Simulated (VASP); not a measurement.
# W (Fm-3m) in VASP: settings compared

One crystal, W, is run at these levels: AM05, PW91, r2SCAN, SCAN; tasks: relaxation of cell and atoms.

Everything below comes from runs of VASP 6.6.1. Logs are shortened: lines on timing, memory, paths and dates and some standing lists are left out, and cuts for length are marked.

## (1) Starting point

The structure is cubic, space group Fm-3m (No. 225). The conventional cell has a = 4.060 Å, b = 4.060 Å, c = 4.060 Å, α = 90.00°, β = 90.00°, γ = 90.00°. W (site symmetry m-3m) has 12 W at 2.87 Å as nearest neighbours.

This isn't the form of W at room conditions, which is bcc.

## (2) Relaxation of cell and atoms, AM05

Contents of INCAR:

```
SYSTEM = W
  ALGO = Normal
  EDIFF = 1E-7
  EDIFFG = -0.01
  ENCUT = 600
  GGA = AM
  IBRION = 2
  ISIF = 3
  ISMEAR = -1
  LASPH = .True.
  LCHARG = .False.
  LREAL = .False.
  LWAVE = .False.
  NELM = 100
  NSW = 60
  PREC = Accurate
  SIGMA = 0.05
```

Contents of KPOINTS:

```
k-points
0
Gamma
  11 11 11
  0 0 0
```

Contents of POSCAR:

```
W
1.0
    0.0000000000      2.0300000000      2.0300000000
    2.0300000000      0.0000000000      2.0300000000
    2.0300000000      2.0300000000      0.0000000000
W
1
Direct
    0.0000000000      0.0000000000      0.0000000000
```

Potentials or basis: VASP PAW PBE potentials, release 64 (W_sv).

Launch:

```
$ cat potpaw_PBE.64/W_sv/POTCAR > POTCAR
$ mpirun -np 1 vasp_std > vasp.out
```

OUTCAR:

```text
SYSTEM = W
   EDIFF = 1E-7
   EDIFFG = -0.01
   ENCUT = 600
   GGA = AM
   IBRION = 2
   ISIF = 3
   ISMEAR = -1
   LASPH = .True.
   LREAL = .False.
   NELM = 100
   NSW = 60
   PREC = Accurate

 ion  position               nearest neighbor table
   1  0.000  0.000  0.000-

  LATTYP: Found a face centered cubic cell.
 ALAT       =     4.0600000000

  Lattice vectors:

 A1 = (   0.0000000000,   2.0300000000,   2.0300000000)
 A2 = (   2.0300000000,   0.0000000000,   2.0300000000)
 A3 = (   2.0300000000,   2.0300000000,   0.0000000000)

Analysis of symmetry for initial positions (statically):
=====================================================================
 Subroutine PRICEL returns:
 Original cell was already a primitive cell.

 Routine SETGRP: Setting up the symmetry group for a
 face centered cubic supercell.

 Subroutine GETGRP returns: Found 48 space group operations
 (whereof 48 operations were pure point group operations)
 out of a pool of 48 trial point group operations.

The static configuration has the point symmetry O_h .

Analysis of symmetry for dynamics (positions and initial velocities):
=====================================================================
 Subroutine PRICEL returns:
 Original cell was already a primitive cell.

 Routine SETGRP: Setting up the symmetry group for a
 face centered cubic supercell.

 Subroutine GETGRP returns: Found 48 space group operations
 (whereof 48 operations were pure point group operations)
 out of a pool of 48 trial point group operations.

The dynamic configuration has the point symmetry O_h .

 Subroutine INISYM returns: Found 48 space group operations
 (whereof 48 operations are pure point group operations),
 and found     1 'primitive' translations

----------------------------------------------------------------------------------------

                                     Primitive cell

  volume of cell :      16.7309

  direct lattice vectors                    reciprocal lattice vectors
     0.000000000  2.030000000  2.030000000    -0.246305419  0.246305419  0.246305419
     2.030000000  0.000000000  2.030000000     0.246305419 -0.246305419  0.246305419
     2.030000000  2.030000000  0.000000000     0.246305419  0.246305419 -0.246305419

  length of vectors
[... 98 lines left out ...]
   IMIX   =      4    mixing-type and parameters
     AMIX     =   0.40;   BMIX     =  1.00
     AMIX_MAG =   1.60;   BMIX_MAG =  1.00
  volume/ion in A,a.u.               =      16.73       112.91
  Fermi-wavevector in a.u.,A,eV,Ry     =   1.542688  2.915258 32.380324  2.379887
  Thomas-Fermi vector in A             =   2.648457
   LORBIT       =      0    0 simple, 1 ext, 2 COOP (PROOUT), +10 PAW based schemes
   GGA     = AM    functional components
   LHFCALC =     F    Hartree Fock is set to
   AEXX    =    0.0000 exact exchange contribution
   IVDW    =     0    specifies the selected vdW correction
   LEPSILON=     F    determine dielectric tensor
   LRPA    =     F    only Hartree local field effects (RPA)
 conjugate gradient relaxation of ions
 non-spin polarized calculation
  energy-cutoff  :      600.00
  volume of cell :       16.73
 maximum number of plane-waves:       568
   NGX = 11   NGY = 11   NGZ = 11

--------------------------------------- Ionic step        1  -------------------------------------------

 number of electron      14.0000002 magnetization

 Free energy of the ion-electron system (eV)
  ---------------------------------------------------
  ext. energy  EPLUGINS =         0.00000000
  ---------------------------------------------------
  free energy    TOTEN  =       -13.06196044 eV

  energy without entropy =      -13.05318374  energy(sigma->0) =      -13.05757209

------------------------ aborting loop because EDIFF is reached ----------------------------------------

  FORCE on cell =-STRESS in cart. coord.  units (eV):
  Direction    XX          YY          ZZ          XY          YZ          ZX
  --------------------------------------------------------------------------------------
  -------------------------------------------------------------------------------------
  Total       -1.4374134     -1.4374134     -1.4374134      0.0000000      0.0000000     -0.0000000
  in kB     -137.6493462   -137.6493462   -137.6493462      0.0000000      0.0000000     -0.0000000
  external PRESSURE =    -137.6493462 kB  Pullay stress =       0.0000000 kB
[... 197 lines left out ...]
--------------------------------------- Ionic step        7  -------------------------------------------

 number of electron      14.0000000 magnetization

 Free energy of the ion-electron system (eV)
  ---------------------------------------------------
  ext. energy  EPLUGINS =         0.00000000
  ---------------------------------------------------
  free energy    TOTEN  =       -13.09734187 eV

  energy without entropy =      -13.08937649  energy(sigma->0) =      -13.09335918

 E-fermi :  10.6784     XC(G=0): -13.7254

 val. band max:       10.6268461334   @ k =  -0.2727   0.0909   0.0000
 cond. band min:      10.7041651409   @ k =   0.1818   0.0909   0.0000
 fundamental gap:      0.0773190075
 Fermi energy:        10.6784374436

 k-point     1 :       0.0000    0.0000    0.0000
  band No.  band energies     occupation
      1     -62.9480      2.00000
      2     -26.5107      2.00000
      3     -26.5107      2.00000
      4     -26.5107      2.00000
      5       1.5327      2.00000
      6      10.1079      1.99998
      7      10.1079      1.99998
      8      10.1079      1.99998
      9      13.3514      0.00000
     10      13.3514      0.00000
     11      23.5562      0.00000
[... 309 lines left out ...]
 k-point    24 :      -0.1818    0.1818    0.0000
  band No.  band energies     occupation
      1     -62.8677      2.00000
      2     -27.2210      2.00000
      3     -26.8089      2.00000
      4     -26.5953      2.00000
      5       4.7930      2.00000
      6       8.5246      2.00000
      7       9.9975      2.00000
      8      11.6510      0.00000
      9      11.7427      0.00000
     10      15.3960      0.00000
     11      25.2132      0.00000

 [... further k-points ...]

------------------------ aborting loop because EDIFF is reached ----------------------------------------

  FORCE on cell =-STRESS in cart. coord.  units (eV):
  Direction    XX          YY          ZZ          XY          YZ          ZX
  --------------------------------------------------------------------------------------
  -------------------------------------------------------------------------------------
  Total        0.0002717      0.0002717      0.0002717     -0.0000000     -0.0000000      0.0000000
  in kB        0.0273080      0.0273080      0.0273080     -0.0000000     -0.0000000      0.0000000
  external PRESSURE =       0.0273080 kB  Pullay stress =       0.0000000 kB
[... 16 lines left out ...]
  FREE ENERGIE OF THE ION-ELECTRON SYSTEM (eV)
  ---------------------------------------------------
  free  energy   TOTEN  =       -13.0973418682 eV

  energy  without entropy=      -13.0893764909  energy(sigma->0) =      -13.09335918

 reached required accuracy - stopping structural energy minimisation
```

OSZICAR:

```text
N       E                     dE             d eps       ncg     rms          rms(c)
DAV:   1     0.804244119437E+02    0.80424E+02   -0.86753E+03  1240   0.158E+03
DAV:   2    -0.120127531411E+02   -0.92437E+02   -0.90155E+02  1349   0.351E+02
[... 52 lines left out ...]
   6 F= -.13097324E+02 E0= -.13093336E+02  d E =0.158570E-04
       N       E                     dE             d eps       ncg     rms          rms(c)
DAV:   1    -0.130974966302E+02   -0.17278E-03   -0.36721E-03  1268   0.959E-01    0.159E-01
DAV:   2    -0.130973644102E+02    0.13222E-03   -0.19590E-04  1274   0.192E-01    0.369E-02
DAV:   3    -0.130973414382E+02    0.22972E-04   -0.64127E-05  1289   0.106E-01    0.283E-02
DAV:   4    -0.130973419133E+02   -0.47514E-06   -0.15585E-06  1280   0.170E-02    0.354E-03
DAV:   5    -0.130973418682E+02    0.45154E-07   -0.11858E-07   758   0.460E-03
   7 F= -.13097342E+02 E0= -.13093359E+02  d E =-.218891E-05
```

Wall time 29 s (1 thread of Intel Xeon Platinum 8488C (Sapphire Rapids), shared host); peak memory 0.15 GiB.

What came out:

* Free energy: -13.0973 eV
* Relaxed volume: 15.94 Å³/atom
* Relaxed cell: a = 2.825 Å, b = 2.825 Å, c = 2.825 Å, α = 60.00°, β = 60.00°, γ = 60.00°
* Space group after relaxing (to 0.05 Å): Fm-3m (No. 225)
* Energy gained by relaxing: 35.4 meV/atom
* Ionic steps: 7
* Pressure after relaxing: 0.0 GPa
* Band gap on the k mesh: none (metal or under the smearing width)

The path:
```csv
step,energy change (eV),largest force (eV/Å),pressure (GPa),volume (Å³)
1,0.0000,0.0000,-13.76,16.73
2,0.4529,0.0000,72.54,13.49
3,-0.0351,0.0000,-1.26,16.01
4,-0.0354,0.0000,-0.18,15.95
5,-0.0354,0.0000,0.12,15.94
6,-0.0354,0.0000,-0.33,15.96
7,-0.0354,0.0000,0.00,15.94
```

Final structure:
```yaml
crystal:
  lattice:
    - [0.00000, 1.99761, 1.99761]
    - [1.99761, 0.00000, 1.99761]
    - [1.99761, 1.99761, 0.00000]
  atoms:
    - { symbol: W, position: [0.00000, 0.00000, 0.00000] }
```

Caveat: the PAW data sets were made with another functional, which shifts forces and pressure a little.

## (3) Relaxation of cell and atoms, PW91

Changes to INCAR since step 2:

```diff
@@ -5,3 +5,3 @@
   ENCUT = 600
-  GGA = AM
+  GGA = 91
   IBRION = 2
```

KPOINTS is that of step 2.

POSCAR is that of step 2.

Potentials or basis: VASP PAW PBE potentials, release 64 (W_sv).

Launch:

```
$ cat potpaw_PBE.64/W_sv/POTCAR > POTCAR
$ mpirun -np 1 vasp_std > vasp.out
```

Wall time 13 s (1 thread of Intel Xeon Platinum 8488C (Sapphire Rapids), shared host); peak memory 0.15 GiB.

It converged, with:

- Free energy: -12.3857 eV
- Relaxed volume: 16.56 Å³/atom
- Relaxed cell: a = 2.861 Å, b = 2.861 Å, c = 2.861 Å, α = 60.00°, β = 60.00°, γ = 60.00°
- Space group after relaxing (to 0.05 Å): Fm-3m (No. 225)
- Energy gained by relaxing: 1.6 meV/atom
- Ionic steps: 3
- Pressure after relaxing: 0.0 GPa
- Band gap on the k mesh: none (metal or under the smearing width)

Step by step:
```
step  energy change (eV)  largest force (eV/Å)  pressure (GPa)  volume (Å³)
   1              0.0000                0.0000           -2.94        16.73
   2              0.0167                0.0000           10.80        16.00
   3             -0.0016                0.0000           -0.04        16.56
```

Final structure:
```
W
1.0
     0.00000    2.02312    2.02312
     2.02312    0.00000    2.02312
     2.02312    2.02312    0.00000
W
1
Direct
  0.00000 0.00000 0.00000
```

Levels at points of the mesh, in eV from the Fermi level:
```tsv
k point	band 4	band 5	band 6	band 7	band 8	band 9	band 10	band 11
(0.00, 0.00, 0.00)	-37.15	-8.85	-0.56	-0.56	-0.56	2.53	2.53	12.82
```

Caveat: the PAW data sets were made with another functional, which shifts forces and pressure a little.

## (4) Relaxation of cell and atoms, r2SCAN

Changes to INCAR since step 3:

```diff
@@ -5,3 +5,2 @@
   ENCUT = 600
-  GGA = 91
   IBRION = 2
@@ -11,4 +10,6 @@
   LCHARG = .False.
+  LMIXTAU = .True.
   LREAL = .False.
   LWAVE = .False.
+  METAGGA = R2SCAN
   NELM = 100
```

KPOINTS is that of step 3.

POSCAR is that of step 3.

Launch:

```
$ cat potpaw_PBE.64/W_sv/POTCAR > POTCAR
$ mpirun -np 1 vasp_std > vasp.out
```

Run time: 80 s. Hardware: 1 thread of Intel Xeon Platinum 8488C (Sapphire Rapids), shared host; peak memory 0.16 GiB.

The run converged. Its results:

| Item | Value |
| --- | --- |
| Free energy | -50.8091 eV |
| Relaxed volume | 16.25 Å³/atom |
| Relaxed cell | a = 2.843 Å, b = 2.843 Å, c = 2.843 Å, α = 60.00°, β = 60.00°, γ = 60.00° |
| Space group after relaxing (to 0.05 Å) | Fm-3m (No. 225) |
| Energy gained by relaxing | 13.1 meV/atom |
| Ionic steps | 4 |
| Pressure after relaxing | -0.1 GPa |
| Band gap on the k mesh | none (metal or under the smearing width) |

The path:
```
step  energy change (eV)  largest force (eV/Å)  pressure (GPa)  volume (Å³)
   1              0.0000                0.0000           -8.37        16.73
   2              0.1541                0.0000           38.07        14.70
   3             -0.0131                0.0000           -0.43        16.27
   4             -0.0131                0.0000           -0.06        16.25
```

Final structure:
```cif
data_structure
_symmetry_space_group_name_H-M 'P 1'
_symmetry_Int_Tables_number 1
_cell_length_a 2.8429
_cell_length_b 2.8429
_cell_length_c 2.8429
_cell_angle_alpha 60.000
_cell_angle_beta 60.000
_cell_angle_gamma 60.000
_cell_volume 16.25
loop_
_atom_site_label
_atom_site_type_symbol
_atom_site_fract_x
_atom_site_fract_y
_atom_site_fract_z
_atom_site_occupancy
W1 W 0.00000 0.00000 0.00000 1
```

Levels at points of the mesh, in eV from the Fermi level:
| k point | band 5 | band 6 | band 7 | band 8 | band 9 | band 10 |
| --- | --- | --- | --- | --- | --- | --- |
| (0.00, 0.00, 0.00) | -9.56 | -0.62 | -0.62 | -0.62 | 2.82 | 2.82 |

Caveat: the PAW data sets were made with another functional, which shifts forces and pressure a little. The run has no spin-orbit coupling, so splittings on W are missing.

## (5) Relaxation of cell and atoms, SCAN

Changes to INCAR since step 4:

```diff
@@ -13,3 +13,3 @@
   LWAVE = .False.
-  METAGGA = R2SCAN
+  METAGGA = SCAN
   NELM = 100
```

KPOINTS is that of step 4.

POSCAR is that of step 4.

Launch:

```
$ cat potpaw_PBE.64/W_sv/POTCAR > POTCAR
$ mpirun -np 1 vasp_std > vasp.out
```

It took 2.7 min on 1 thread of Intel Xeon Platinum 8488C (Sapphire Rapids), shared host; peak memory 0.16 GiB.

The run converged. Its results:

```
Free energy                            : -69.1351 eV
Relaxed volume                         : 15.91 Å³/atom
Relaxed cell                           : a = 2.823 Å, b = 2.823 Å, c = 2.823 Å, α = 60.00°, β = 60.00°, γ = 60.00°
Space group after relaxing (to 0.05 Å) : Fm-3m (No. 225)
Energy gained by relaxing              : 38.1 meV/atom
Ionic steps                            : 5
Pressure after relaxing                : 0.1 GPa
Band gap on the k mesh                 : none (metal or under the smearing width)
```

The path:
```csv
step,energy change (eV),largest force (eV/Å),pressure (GPa),volume (Å³)
1,0.0000,0.0000,-14.55,16.73
2,0.5317,0.0000,80.20,13.31
3,-0.0378,0.0000,-1.57,15.99
4,-0.0381,0.0000,-0.25,15.93
5,-0.0381,0.0000,0.07,15.91
```

Final structure:
```
W
1.0
     0.00000    1.99624    1.99624
     1.99624    0.00000    1.99624
     1.99624    1.99624    0.00000
W
1
Cartesian
  0.0000 0.0000 0.0000
```

Levels at points of the mesh, in eV from the Fermi level:
```
           k point  band 4  band 5  band 6  band 7  band 8  band 9  band 10  band 11
(0.00, 0.00, 0.00)  -37.57   -9.85   -0.69   -0.69   -0.69    3.02     3.02    13.87
```

Caveat: the PAW data sets were made with another functional, which shifts forces and pressure a little.

## (6) The reference run

An earlier run on the cell as given: functional PBEsol; potentials or basis VASP PAW PBE potentials, release 64 (W_sv); cutoff 520 eV; k mesh 11 × 11 × 11; occupations fermi-dirac, width 0.05 eV; no spin polarisation.

- Pressure: -12.3 GPa
- Band gap on the k mesh: none (metal or under the smearing width)

## (7) The runs side by side

```csv
task,level,cell,cutoff (eV),ladder,gap on the mesh (eV),pressure (GPa),relaxed volume (Å³/atom)
relaxation of cell and atoms,AM05,relaxed,600,-,none,0.0,15.94
relaxation of cell and atoms,PW91,relaxed,600,-,none,0.0,16.56
relaxation of cell and atoms,r2SCAN,relaxed,600,-,none,-0.1,16.25
relaxation of cell and atoms,SCAN,relaxed,600,-,none,0.1,15.91
single point,PBEsol,as given,520,free,none,-12.3,-
```

Alike in all rows: potentials or basis VASP PAW PBE potentials, release 64 (W_sv); no spin polarisation; k mesh 11 × 11 × 11; smearing fermi-dirac 0.05 eV.

Caveats: the PAW data sets were made with another functional, which shifts forces and pressure a little.

Absolute energies hang on the potentials; compare differences alone.
